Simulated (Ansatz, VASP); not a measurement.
## Two plane-wave programs on BAs

```
CELL_PARAMETERS angstrom
15.80000 0.00000 0.00000
0.00000 9.30000 0.00000
0.00000 0.00000 3.34594
ATOMIC_POSITIONS crystal
B 0.34583 0.50000 0.00000
B 0.53245 0.50000 0.50000
B 0.71352 0.50000 0.00000
As 0.27811 0.50000 0.50000
As 0.47098 0.50000 0.00000
As 0.65912 0.50000 0.50000
```

Alike in both runs: functional PBEsol; k mesh 1 × 1 × 16; occupations gaussian, width 0.05 eV; no spin polarisation.

Ansatz relaxed the structure, and its values are those at the end. VASP's run is a single point on that final structure, the one shown.

|  | VASP | Ansatz |
| --- | --- | --- |
| version | VASP 6.6.1 | Ansatz 0.2.0 |
| potentials or method | VASP PAW PBE potentials, release 64 (B, As) | scalar-relativistic, plane waves, PAW |
| plane-wave cutoff (eV) | 520 | 420 |
| valence electrons in the cell | 24 | 54 |

Ansatz gave:

* gap on the k mesh at the Fermi level (eV): 0.07
* least direct gap on the mesh (eV): 0.23
* rms of the force components (eV/Å): 0.002

Task: Which values does VASP return?

Result: gap on the k mesh at the Fermi level (eV): 0.07; least direct gap on the mesh (eV): 0.24; rms of the force components (eV/Å): 0.036.

With one functional, cell and mesh, what is left measures potentials, basis and numerics. The two sets of potentials don't hold the same shells in valence. Ansatz warned: «xc_potential_rough_in_thin_density».

Caveats: the PAW data sets were made with another functional, which shifts forces and pressure a little (VASP).
